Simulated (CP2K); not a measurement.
BAs in CP2K: convergence with cutoff ry

BAs:

```xyz
2
Lattice="3.3778 0.0000 0.0000 1.6889 2.9253 0.0000 1.6889 0.9751 2.7580" Properties=species:S:1:pos:R:3 pbc="T T T"
As    5.0668    2.9253    2.0685
B     0.0000    0.0000    0.0000
```

```yaml
Program: CP2K 2026.2
Task: single point
Functional: BLYP
Potentials_or_basis: GTH_POTENTIALS As GTH-BLYP-q5, B GTH-BLYP-q3; DZVP-MOLOPT-PBE-GTH basis
Density_cutoff: 1225 eV
k_mesh: 7 × 7 × 7
Occupations: fermi-dirac, width 0.01 eV
Spin: no spin polarisation
```

These are the settings of the first run; the series varies cutoff ry, with any setting tied to it.

Hardware: 1 thread of AMD EPYC 7R13 Processor (Zen 3) (shared host).

| cutoff ry | energy less the tightest run, at zero smearing (meV/atom) | SCF cycles | CPU time (s) | peak memory (GiB) |
| --- | --- | --- | --- | --- |
| 90 Ry | -2.76 | 19 | 28 | 0.21 |
| 140 Ry | -1.45 | 18 | 25 | 0.22 |
| 190 Ry | -0.86 | 18 | 23 | 0.23 |
| 250 Ry | -0.45 | 24 | 38 | 0.24 |
| 320 Ry | -0.32 | 20 | 30 | 0.25 |
| 380 Ry | -0.32 | 25 | 34 | 0.25 |
| 450 Ry | -0.19 | 22 | 33 | 0.26 |
| 560 Ry | -0.05 | 13 | 19 | 0.3 |
| 720 Ry | 0.00 | 15 | 27 | 0.34 |

Against the tightest run, the energy stays within 1 meV/atom from 190 Ry on. The tightest run that finished is the yardstick and may itself not be fully converged.
